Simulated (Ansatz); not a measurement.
## BN: computed properties

Method: DFT PBE+D3(BJ), scalar-relativistic, plane waves, PAW (Ansatz).

Cutoff 420 eV; k points 12×12×4 on the computed 4-atom cell (Γ-centred); Gaussian smearing, width 0.02 eV; no spin polarisation.

The structure is relaxed at this level of theory with its symmetry kept.

```
B N
1.0
     2.50643    0.00000    0.00000
    -1.25321    2.17063    0.00000
     0.00000    0.00000    6.61412
B N
2 2
Direct
  0.33333 0.66667 0.25000
  0.66667 0.33333 0.75000
  0.33333 0.66667 0.75000
  0.66667 0.33333 0.25000
```

Kohn–Sham band gap?

4.22 eV, indirect from (0.305, 0.305, -0.010) to M.

Löwdin character of the top 1 eV of the valence band?

N 2p 90 %, B 2p 9 %.

Löwdin character of the lowest 1 eV of the conduction band?

B 2p 88 %, N 2p 8 %.

Electron masses at the edge by Cartesian direction of the standard setting (m_e; degenerate bands sorted by energy; no spin-orbit coupling)?

x: 2.3; y: 0.26; z: 3.1.

Hole masses at the edge by Cartesian direction of the standard setting (m_e; degenerate bands sorted by energy; no spin-orbit coupling)?

x: 1.3; y: 0.67; z: 6.5.

Electronic dielectric constant xx, yy, zz of the standard setting (independent particles)?

4.9, 4.9, 3.0.

Bader charges (e)?

B (2 in the cell) 2.22, N (2 in the cell) -2.22.